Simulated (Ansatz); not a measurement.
GaN, DFT, PBE, all-electron PAW with datasets made for the crystal, scalar-relativistic (Ansatz 0.2.0), run on 1 thread of Arm Neoverse V1 on a shared host.

The cell is a database entry far from equilibrium at this level of theory, probably a faulty or high-pressure entry; it serves as a test geometry alone. The listed cell was then made from it by scaling, straining or moving an atom.

Command: `ansatz run input.yaml --threads 1 --pin off --max-ram 3072MiB --backend cpu --events-out ev --progress --plain --runs-dir out`

```yaml
crystal:
  lattice:
    - [0.0, 1.9925, 2.012425]
    - [1.9925, 0.0, 2.012425]
    - [1.9925, 1.9925, 0.0]
  atoms:
    - { symbol: Ga, position: [0.5, 0.5, 0.5] }
    - { symbol: "N", position: [0.0, 0.0, 0.0] }
kpoints:
  mp_grid: { grid: [13, 13, 13] }
scf:
  occupations: { method: fermi_dirac, width: 0.02 }
hamiltonian:
  xc: pbe
  pseudopotentials: { kind: all_electron, datasets: crystal }
output:
  forces: true
  stress: true
  eigenvalues: true
  efg: { contact_densities: true }
```

Question: How large is the problem that the program sets up?

Answer: 196 irreducible k-points, 339 plane waves at Γ, 13 bands.

Question: Estimate the wall time and the peak memory.

Answer: 20 s of wall time for 8 SCF iterations, with a peak of 0.66 GiB. Times on shared machines scatter by tens of per cent.

Question: And the same cell and mesh by PAW (frozen-core files), asked for forces, stress, eigenvalues, efg, on the same hardware?

Answer: 4.3 s, peak memory 0.36 GiB.
